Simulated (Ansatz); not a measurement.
Zone-centre phonons of TaN at 6 GPa: input and output

Level of theory: Ansatz 0.2.0, DFT PBEsol, scalar-relativistic, plane waves, PAW.

Launched with:
```bash
ansatz run input.yaml --threads 1 --pin off --max-ram 3072MiB --backend cpu --events-out ev --progress --plain --runs-dir out
```

Input (bare energies are in eV):
```yaml
crystal:
  lattice:
    - [2.907697336, 0.0, 0.0]
    - [-1.453848668, 2.5181397595, 0.0]
    - [0.0, 0.0, 2.8568281176]
  atoms:
    - { symbol: Ta, position: [0.3333333333, 0.6666666667, 0.5] }
    - { symbol: "N", position: [0.0, 0.0, 0.0] }
basis:
  ecutwfc: 420
kpoints:
  mp_grid: { grid: [18, 18, 14] }
hamiltonian:
  xc: pbesol
scf:
  occupations: { method: fermi_dirac, width: 0.15 }
output:
  eigenvalues: true
phonons:
  method: dfpt
  eigenvectors: true
```

The end of the output:
```
--- Phonons (Γ-DFPT): 4 representative perturbations + reference, on 728 of 4536 k-points (Σ response iterations 12) ---
  k mesh reduced under 4 symmetry operations, with k and −k counted as one. Each operation leaves every solved displacement unchanged or reverses it
  ASR residual: 1.117e-4 → 0.000e0 eV/Å²; symmetrization residual: 5.183e-7 eV/Å²
  ASR residual per site (eV/Å²): 1.12e-4 3.67e-5
  Γ frequencies (cm⁻¹): 0.00 0.00 0.00 545.34 545.34 575.59
  non-analytic LO–TO correction: not included (Born effective charges unavailable; polar crystals: no LO–TO splitting at Γ)
```

The run took 99 s on 1 thread of Arm Neoverse V1, on a shared host, peak memory 0.84 GiB.

In a metal, frequencies and elastic constants depend on the k mesh and the smearing, soft modes and shear constants most. Spin–orbit coupling is left out, which matters for heavy elements. Other phases may be more stable at this pressure. A semilocal functional can close a gap that the real compound has.

This form isn't the usual stable structure of the compound at low pressure.